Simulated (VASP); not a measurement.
# BN (P6_3/mmc) in VASP: band structure with PBE+D3(BJ)

Aim: the band structure of BN with PBE+D3(BJ).

Program: VASP 6.6.1. These are calculated values, not measurements. Logs are shortened: lines on timing, memory, paths and dates and some standing lists are left out, and cuts for length are marked.

## 1. The structure

The structure is hexagonal, space group P6_3/mmc (No. 194). The conventional cell has a = 2.507 Å, b = 2.507 Å, c = 6.586 Å, α = 90.00°, β = 90.00°, γ = 120.00°. B (site symmetry -6m2) is surrounded by 3 N at 1.45 Å. N (site symmetry -6m2) has 3 B at 1.45 Å as nearest neighbours.

## 2. Band structure, PBE+D3(BJ)

Input file INCAR:

```
SYSTEM = BN
PREC = Accurate
ENCUT = 520
EDIFF = 1E-7
ISMEAR = 0
SIGMA = 0.02
LREAL = .False.
LASPH = .True.
NELM = 80
ALGO = Normal
ISIF = 2
LWAVE = .False.
LCHARG = .False.
GGA = PE
IVDW = 12
```

Input file KPOINTS:

```
Automatic mesh
0
Gamma
  9 9 4
  0 0 0
```

Input file POSCAR:

```
BN                                      
1.0
    2.5068123865      0.0000000000      0.0000000000
   -1.2534061932      2.1709632044      0.0000000000
    0.0000000000      0.0000000000      6.5855779616
  B               N             
     2     2
Direct
     0.3333333300000021    0.6666666699999979    0.2500000000000000
     0.6666666699999979    0.3333333300000021    0.7500000000000000
     0.3333333300000021    0.6666666699999979    0.7500000000000000
     0.6666666699999979    0.3333333300000021    0.2500000000000000
```

Input file KPOINTS_OPT:

```
path GMKGALHA,LM,KH
15
line-mode
reciprocal
 0.0000000000  0.0000000000  0.0000000000  G
 0.5000000000  0.0000000000  0.0000000000  M

 0.5000000000  0.0000000000  0.0000000000  M
 0.3333333333  0.3333333333  0.0000000000  K

 0.3333333333  0.3333333333  0.0000000000  K
 0.0000000000  0.0000000000  0.0000000000  G

 0.0000000000  0.0000000000  0.0000000000  G
 0.0000000000  0.0000000000  0.5000000000  A

 0.0000000000  0.0000000000  0.5000000000  A
 0.5000000000  0.0000000000  0.5000000000  L

 0.5000000000  0.0000000000  0.5000000000  L
 0.3333333333  0.3333333333  0.5000000000  H

 0.3333333333  0.3333333333  0.5000000000  H
 0.0000000000  0.0000000000  0.5000000000  A

 0.5000000000  0.0000000000  0.5000000000  L
 0.5000000000  0.0000000000  0.0000000000  M

 0.3333333333  0.3333333333  0.0000000000  K
 0.3333333333  0.3333333333  0.5000000000  H
```

Potentials or basis: VASP PAW PBE potentials, release 64 (B, N).

Started as:

```
cat potpaw_PBE.64/B/POTCAR potpaw_PBE.64/N/POTCAR > POTCAR
mpirun -np 1 vasp_std > vasp.out
```

OUTCAR:

```text
SYSTEM = BN
   PREC = Accurate
   ENCUT = 520
   EDIFF = 1E-7
   ISMEAR = 0
   LREAL = .False.
   LASPH = .True.
   NELM = 80
   ISIF = 2
   GGA = PE
   IVDW = 12
 IVDW          = 12

 ion  position               nearest neighbor table
   1  0.333  0.667  0.250-   4 1.45   4 1.45   4 1.45
   2  0.667  0.333  0.750-   3 1.45   3 1.45   3 1.45
   3  0.333  0.667  0.750-   2 1.45   2 1.45   2 1.45
   4  0.667  0.333  0.250-   1 1.45   1 1.45   1 1.45

  LATTYP: Found a hexagonal cell.
 ALAT       =     2.5068123865
 C/A-ratio  =     2.6270725313

  Lattice vectors:

 A1 = (   2.5068123865,   0.0000000000,   0.0000000000)
 A2 = (  -1.2534061932,   2.1709632044,   0.0000000000)
 A3 = (   0.0000000000,   0.0000000000,   6.5855779616)

Analysis of symmetry for initial positions (statically):
=====================================================================
 Subroutine PRICEL returns:
 Original cell was already a primitive cell.

 Routine SETGRP: Setting up the symmetry group for a
 hexagonal supercell.

 Subroutine GETGRP returns: Found 24 space group operations
 (whereof 12 operations were pure point group operations)
 out of a pool of 24 trial point group operations.

The static configuration has the point symmetry D_3d.
 The point group associated with its full space group is D_6h.

Analysis of symmetry for dynamics (positions and initial velocities):
=====================================================================
 Subroutine PRICEL returns:
 Original cell was already a primitive cell.

 Routine SETGRP: Setting up the symmetry group for a
 hexagonal supercell.

 Subroutine GETGRP returns: Found 24 space group operations
 (whereof 12 operations were pure point group operations)
 out of a pool of 24 trial point group operations.

The dynamic configuration has the point symmetry D_3d.
 The point group associated with its full space group is D_6h.

 Subroutine INISYM returns: Found 24 space group operations
 (whereof 12 operations are pure point group operations),
 and found     1 'primitive' translations

----------------------------------------------------------------------------------------

                                     Primitive cell

  volume of cell :      35.8400

  direct lattice vectors                    reciprocal lattice vectors
     2.506812387  0.000000000  0.000000000     0.398912980  0.230312517  0.000000000
    -1.253406193  2.170963204  0.000000000     0.000000000  0.460625034  0.000000000
     0.000000000  0.000000000  6.585577962     0.000000000  0.000000000  0.151846961

  length of vectors
     2.506812387  2.506812382  6.585577962     0.460625033  0.460625034  0.151846961

  position of ions in fractional coordinates (direct lattice)
     0.333333330  0.666666670  0.250000000
     0.666666670  0.333333330  0.750000000
     0.333333330  0.666666670  0.750000000
     0.666666670  0.333333330  0.250000000

  ion indices of the primitive-cell ions
   primitive index   ion index
                 1           1
                 2           2
                 3           3
                 4           4

----------------------------------------------------------------------------------------

 KPOINTS: Automatic mesh

Automatic generation of k-mesh.
 Grid dimensions read from file:
 generate k-points for:    9    9    4

 Generating k-lattice:

  Cartesian coordinates                     Fractional coordinates (reciprocal lattice)
     0.044323664  0.025590280  0.000000000     0.111111111  0.000000000  0.000000000
     0.000000000  0.051180559  0.000000000     0.000000000  0.111111111  0.000000000
     0.000000000  0.000000000  0.037961740     0.000000000  0.000000000  0.250000000

  Length of vectors
     0.051180559  0.051180559  0.037961740

  Shift w.r.t. Gamma in fractional coordinates (k-lattice)
     0.000000000  0.000000000  0.000000000

 Subroutine IBZKPT returns following result:
 ===========================================

 Found     36 irreducible k-points:

 Following reciprocal coordinates:
            Coordinates               Weight
  0.000000  0.000000  0.000000      1.000000
  0.111111  0.000000  0.000000      6.000000
  0.222222  0.000000  0.000000      6.000000
  0.333333  0.000000  0.000000      6.000000
  0.444444  0.000000  0.000000      6.000000
  0.111111  0.111111  0.000000      6.000000
[... 16 lines left out ...]
  0.333333  0.222222  0.250000     24.000000
  0.333333  0.333333  0.250000      4.000000
 [... further k-points ...]
   k-points           NKPTS =     36   k-points in BZ     NKDIM =     36   number of bands    NBANDS=     12
   number of dos      NEDOS =    301   number of ions     NIONS =      4
   total plane-waves  NPLWV =  20000
   dimension x,y,z NGX =    20 NGY =   20 NGZ =   50
   dimension x,y,z NGXF=    40 NGYF=   40 NGZF=  100
   ions per type =               2   2
   NGX,Y,Z   is equivalent  to a cutoff of  13.26, 13.26, 12.62 a.u.
   NGXF,Y,Z  is equivalent  to a cutoff of  26.53, 26.53, 25.24 a.u.
 SYSTEM =  BN
   PREC   = accura    normal or accurate (medium, high low for compatibility)
   ISTART =      0    job   : 0-new  1-cont  2-samecut
   ICHARG =      2    charge: 1-file 2-atom 10-const
   ISPIN  =      1    spin polarized calculation?
   LNONCOLLINEAR =      F non collinear calculations
   LSORBIT =      F    spin-orbit coupling
   LASPH  =      T    aspherical Exc in radial PAW
   ENCUT  =  520.0 eV  38.22 Ry    6.18 a.u.   4.66  4.66 12.24*2*pi/ulx,y,z
   NELM   =     80;   NELMIN=  2; NELMDL= -5     # of ELM steps
   EDIFF  = 0.1E-06   stopping-criterion for ELM
   LREAL  =      F    real-space projection
   EDIFFG = 0.1E-05   stopping-criterion for IOM
   NSW    =      0    number of steps for IOM
   IBRION =     -1    ionic relax: 0-MD 1-quasi-New 2-CG
   NFREE  =      0    steps in history (QN), initial steepest desc. (CG)
   ISIF   =      2    stress and relaxation
   ISYM   =      2    0-nonsym 1-usesym 2-fastsym
   POTIM  = 0.5000    time-step for ionic-motion
   TEBEG  =    0.0;   TEEND  =   0.0 temperature during run
   PSTRESS=    0.0 pullay stress
   NELECT =      16.0000    total number of electrons
   NUPDOWN=      -1.0000    fix difference up-down
   EMIN   =  10.00;   EMAX   =-10.00  energy-range for DOS
   EFERMI =   0.00;   METHOD = LEGACY
   ISMEAR =     0;   SIGMA  =   0.02  broadening in eV -4-tet -1-fermi 0-gaus
   EFERMI_NEDOS =   21; number of points for ismear=-14 and -15
   IALGO  =     38    algorithm
   IMIX   =      4    mixing-type and parameters
     AMIX     =   0.40;   BMIX     =  1.00
     AMIX_MAG =   1.60;   BMIX_MAG =  1.00
  volume/ion in A,a.u.               =       8.96        60.47
  Fermi-wavevector in a.u.,A,eV,Ry     =   1.251196  2.364418 21.299812  1.565492
  Thomas-Fermi vector in A             =   2.385155
   LORBIT       =      0    0 simple, 1 ext, 2 COOP (PROOUT), +10 PAW based schemes
   GGA     = PE    functional components
   LHFCALC =     F    Hartree Fock is set to
   AEXX    =    0.0000 exact exchange contribution
   IVDW    =    12    specifies the selected vdW correction
   LEPSILON=     F    determine dielectric tensor
   LRPA    =     F    only Hartree local field effects (RPA)
 non-spin polarized calculation
 Gauss-broadening in eV      SIGMA  =   0.02
  energy-cutoff  :      520.00
  volume of cell :       35.84
 maximum number of plane-waves:       985
 NGX is ok and might be reduce to    20
   NGX =  9   NGY =  9   NGZ = 25

 number of electron      15.9999997 magnetization

 Free energy of the ion-electron system (eV)
  ---------------------------------------------------
  ext. energy  EPLUGINS =         0.00000000
  ---------------------------------------------------
  free energy    TOTEN  =       -35.14856589 eV

  energy without entropy =      -35.14856589  energy(sigma->0) =      -35.14856589

 E-fermi :   2.4779     XC(G=0): -10.1178

 val. band max:        2.3249300987   @ k =   0.3333   0.3333   0.5000
 cond. band min:       6.7043005233   @ k =   0.4444   0.1111   0.0000
 fundamental gap:      4.3793704246
 Fermi energy:         2.4779017112

 k-point     1 :       0.0000    0.0000    0.0000
  band No.  band energies     occupation
      1     -15.4620      2.00000
      2     -15.1481      2.00000
      3      -3.9080      2.00000
      4      -1.6935      2.00000
      5       0.9909      2.00000
      6       0.9909      2.00000
      7       1.0315      2.00000
      8       1.0315      2.00000
      9       7.6393      0.00000
     10      12.7273      0.00000
     11      13.8427      0.00000
     12      13.8431      0.00000

 k-point     2 :       0.1111    0.0000    0.0000
  band No.  band energies     occupation
      1     -15.2213      2.00000
      2     -14.9161      2.00000
      3      -3.5776      2.00000
      4      -1.3986      2.00000
      5       0.0334      2.00000
      6       0.0702      2.00000
      7       0.5478      2.00000
      8       0.5958      2.00000
      9       8.0674      0.00000
     10      12.5274      0.00000
     11      13.5613      0.00000
     12      13.8687      0.00000

 k-point     3 :       0.2222    0.0000    0.0000
  band No.  band energies     occupation
      1     -14.5242      2.00000
      2     -14.2461      2.00000
      3      -2.6095      2.00000
      4      -2.1622      2.00000
      5      -2.1034      2.00000
      6      -0.5494      2.00000
      7      -0.3925      2.00000
      8      -0.3332      2.00000
      9       9.1289      0.00000
     10      11.5835      0.00000
     11      12.2278      0.00000
     12      12.9995      0.00000
[... 286 lines left out ...]
 k-point    23 :       0.3333    0.2222    0.2500
  band No.  band energies     occupation
      1     -12.0112      2.00000
      2     -11.9444      2.00000
      3      -5.8224      2.00000
      4      -5.7612      2.00000
      5      -3.7859      2.00000
      6      -3.7334      2.00000
      7       1.4160      2.00000
      8       2.1098      2.00000
      9       7.1836      0.00000
     10       7.6886      0.00000
     11      14.2464      0.00000
     12      14.3515      0.00000

 k-point    24 :       0.3333    0.3333    0.2500
  band No.  band energies     occupation
      1     -11.6468      2.00000
      2     -11.6468      2.00000
      3      -5.6064      2.00000
      4      -5.4846      2.00000
      5      -4.8170      2.00000
      6      -4.8170      2.00000
      7       2.2796      2.00000
      8       2.2796      2.00000
      9       7.0737      0.00000
     10       7.0737      0.00000
     11      13.4021      0.00000
     12      15.6050      0.00000

 [... further k-points ...]

------------------------ aborting loop because EDIFF is reached ----------------------------------------

 Edisp (eV)   -0.56903

 E8    (eV) :    -0.1668

  FORCE on cell =-STRESS in cart. coord.  units (eV):
  Direction    XX          YY          ZZ          XY          YZ          ZX
  --------------------------------------------------------------------------------------
  -------------------------------------------------------------------------------------
  Total       0.00022     0.00022    -0.00211     0.00000    -0.00000     0.00000
  in kB       0.00986     0.00986    -0.09440     0.00000    -0.00000     0.00000
  external pressure =       -0.02 kB  Pullay stress =        0.00 kB

 VOLUME and BASIS-vectors are now :
 -----------------------------------------------------------------------------
  energy-cutoff  :      520.00
  volume of cell :       35.84
      direct lattice vectors                 reciprocal lattice vectors
     2.506812387  0.000000000  0.000000000     0.398912980  0.230312517  0.000000000
    -1.253406193  2.170963204  0.000000000     0.000000000  0.460625034  0.000000000
     0.000000000  0.000000000  6.585577962     0.000000000  0.000000000  0.151846961

 POSITION                                       TOTAL-FORCE (eV/Angst)
 -----------------------------------------------------------------------------------
     -0.00000      1.44731      1.64639         0.000000      0.000000      0.000000
      1.25341      0.72365      4.93918         0.000000     -0.000000      0.000000
     -0.00000      1.44731      4.93918        -0.000000      0.000000      0.000000
      1.25341      0.72365      1.64639         0.000000     -0.000000      0.000000
 -----------------------------------------------------------------------------------
    total drift:                               -0.000002      0.000001      0.000000

  FREE ENERGIE OF THE ION-ELECTRON SYSTEM (eV)
  ---------------------------------------------------
  free  energy   TOTEN  =       -35.7175927906 eV

  energy  without entropy=      -35.7175927906  energy(sigma->0) =      -35.71759279
```

Wall time 2 min (1 thread of AMD EPYC 7R43 (Zen 3), shared host); peak memory 0.13 GiB.

Results:

* Free energy: -35.7176 eV
* Pressure: 0.0 GPa
* Band gap on the k mesh: 4.38 eV, indirect (least direct gap 4.63 eV)
* Band gap along the path: 4.22 eV, indirect (least direct gap 4.63 eV)
* Dispersion energy per atom: -0.142 eV

Levels at the corners of the path, in eV from the valence-band top:
```csv
point,band 4,band 5,band 6,band 7,band 8,band 9,band 10,band 11,band 12
Γ,-4.06,-1.38,-1.38,-1.34,-1.34,5.27,10.36,11.47,11.48
M,-8.86,-4.18,-4.11,-1.51,-0.45,4.22,5.63,9.47,9.87
M,-8.86,-4.18,-4.11,-1.51,-0.45,4.22,5.63,9.47,9.87
K,-7.83,-7.18,-7.18,-0.13,-0.13,4.82,4.82,10.70,13.16
K,-7.83,-7.18,-7.18,-0.13,-0.13,4.82,4.82,10.70,13.16
Γ,-4.06,-1.38,-1.38,-1.34,-1.34,5.27,10.36,11.47,11.55
Γ,-4.06,-1.38,-1.38,-1.34,-1.34,5.27,10.36,11.50,11.52
A,-5.30,-1.36,-1.36,-1.36,-1.36,7.68,7.68,11.54,11.54
A,-5.30,-1.36,-1.36,-1.36,-1.36,7.68,7.68,11.54,11.54
L,-8.91,-4.15,-4.15,-0.96,-0.96,4.69,4.69,9.85,9.85
L,-8.91,-4.15,-4.15,-0.96,-0.96,4.69,4.69,9.85,9.85
H,-7.92,-7.19,-7.19,-0.04,-0.04,4.59,4.59,11.96,11.96
H,-7.92,-7.19,-7.19,-0.04,-0.04,4.59,4.59,11.96,11.96
A,-5.30,-1.36,-1.36,-1.36,-1.36,7.68,7.68,11.54,11.54
L,-8.91,-4.15,-4.15,-0.96,-0.96,4.69,4.69,9.85,9.85
M,-8.86,-4.18,-4.11,-1.51,-0.45,4.22,5.63,9.47,9.87
K,-7.83,-7.18,-7.18,-0.13,-0.13,4.82,4.82,10.70,13.16
H,-7.92,-7.19,-7.19,-0.04,-0.04,4.59,4.59,11.96,11.96
```

Caveat: the mesh misses the band edges, which the band path finds closer together. Expect the measured gap to be larger: semilocal functionals such as PBE lack the derivative discontinuity.
